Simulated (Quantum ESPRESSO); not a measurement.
## NiO under changes of volume

One of the cells (9.076 Å³/atom); the others are scaled copies at fixed shape and fractional positions:

```xyz
2
Lattice="0.0000 2.0859 2.0859 2.0859 0.0000 2.0859 2.0859 2.0859 0.0000" Properties=species:S:1:pos:R:3 pbc="T T T"
Ni    0.0000    0.0000    0.0000
O     2.0859    2.0859    2.0859
```

| Quantity | Value |
| --- | --- |
| Program | Quantum ESPRESSO 7.5 |
| Functional | rev-vdW-DF2 |
| Potentials or basis | PseudoDojo 0.4.1 SR PBE standard |
| Cutoff | 1333 eV |
| Density cutoff | 5333 eV |
| k mesh | 9 × 9 × 9 |
| Occupations | fermi-dirac, width 0.05 eV |
| Spin | collinear spin, ferromagnetic start |
| Starting moments | [1.0, 0.0] μB |

| volume (Å³/atom) | energy over the lowest point (meV/atom) | pressure (GPa) | moment (μB per cell) |
| --- | --- | --- | --- |
| 8.531 | ? | ? | ? |
| 8.713 | 1.80 | 4.0 | 1.11 |
| 8.894 | 0.00 | 0.3 | 1.27 |
| 9.076 | 1.53 | -2.2 | 1.49 |
| 9.257 | 3.67 | -4.3 | 1.68 |
| 9.439 | 9.87 | -7.4 | 1.72 |
| 9.620 | 19.64 | -10.1 | 1.76 |

Question: What does the run at 8.531 Å³/atom give?

Answer: Energy over the lowest point 8.84 meV/atom; pressure 8.8 GPa; moment 1.05 μB per cell.

Worked out: A Birch-Murnaghan fit of order 3 (a polynomial in V^(-2/3)) to the other rows has its minimum at 8.95 Å³/atom with B0 = V·E''(V) = 85 GPa (rough, since the energies scatter). It gives 3.62 meV/atom at 8.531 Å³/atom, against the run's 8.84, and -dE/dV = 1.7 GPa, against 8.8. A parabola through the other rows of the moment, of slope 1.67 μB per Å³/atom there, extrapolates to 0.81 μB, against the run's 1.05.

Energies are extrapolated to zero smearing.

Caveats: the potentials were made for another functional, which shifts forces and pressure; a cell with one magnetic atom can't hold antiferromagnetic order, which such compounds often take.
